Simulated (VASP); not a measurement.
**VASP 6.6.1 run: Li$_{2}$O**

INCAR

```
GGA = PE
IBRION = -1
NBANDS = 13
ISMEAR = -1
IMIX = 1
LCHARG = .FALSE.
ISIF = 2
NELM = 54
LASPH = .TRUE.
PREC = Accurate
BMIX = 0.0001
SIGMA = 0.02
NSW = 0
LWAVE = .FALSE.
AMIX = 2
ENCUT = 520
EDIFF = 1E-7
LREAL = .FALSE.
```

KPOINTS

```
KPOINTS created by Atomic Simulation Environment
0
Gamma
10 10 10
0 0 0
```

POSCAR

```
Li O
 1.0000000000000000
     0.0000000000000000    2.2321820759000000    2.2863690217000001
     2.2321820759000000    0.0000000000000000    2.2863690217000001
     2.2321820759000000    2.2321820759000000    0.0000000000000000
 Li  O
   2   1
Cartesian
  1.1160910379499998  1.1160910379499998  1.1431845108499998
  3.3482731138499995  3.3482731138499995  3.4295535325499995
  0.0000000000000000  0.0000000000000000  0.0000000000000000
```

The recommended PBE PAW datasets give the neutral cell 12 valence electrons.

Command

```
mpirun -np 1 vasp_std
```

Q: Predict the outcome of this run.

A: VASP stopped with an error.

OSZICAR

```
N       E                     dE             d eps       ncg     rms          rms(c)
DAV:   1     0.454526875633E+02    0.45453E+02   -0.58937E+03  2660   0.101E+03
DAV:   2    -0.106078012299E+02   -0.56060E+02   -0.53592E+02  3254   0.225E+02
DAV:   3    -0.160391258323E+02   -0.54313E+01   -0.53818E+01  4806   0.508E+01
DAV:   4    -0.160897546701E+02   -0.50629E-01   -0.50625E-01  3002   0.672E+00
DAV:   5    -0.160901266556E+02   -0.37199E-03   -0.37198E-03  3812   0.417E-01    0.756E+00
DAV:   6    -0.574683033611E+02   -0.41378E+02   -0.27248E+02  2667   0.854E+01    0.397E+01
DAV:   7    -0.572175794970E+03   -0.51471E+03   -0.26407E+03  4393   0.315E+02    0.114E+02
DAV:   8    -0.272500845045E+04   -0.21528E+04   -0.19090E+04  3125   0.810E+02    0.205E+02
DAV:   9    -0.738248378662E+04   -0.46575E+04   -0.43506E+04  5249   0.283E+02    0.351E+02
```

Standard output (part)

```
POSCAR found type information on POSCAR LiO
 POSCAR found :  2 types and       3 ions
 LDA part: xc-table for (Slater+PW92), standard interpolation
 POSCAR, INCAR and KPOINTS ok, starting setup
 WAVECAR not read
 entering main loop
|     EEEEEEE  RRRRRR   RRRRRR   OOOOOOO  RRRRRR      ###     ###     ###     |
|     E        R     R  R     R  O     O  R     R     ###     ###     ###     |
|     E        R     R  R     R  O     O  R     R     ###     ###     ###     |
|     EEEEE    RRRRRR   RRRRRR   O     O  RRRRRR       #       #       #      |
|     E        R    R   R    R   O     O  R    R      ###     ###     ###     |
|     EEEEEEE  R     R  R     R  OOOOOOO  R     R     ###     ###     ###     |
|     ERROR FEXCP: supplied Exchange-correletion table                        |
|      is too small, maximal index : 4295                                     |
|       ---->  I REFUSE TO CONTINUE WITH THIS SICK JOB ... BYE!!! <----       |
```

The fault: mixing far too strong.
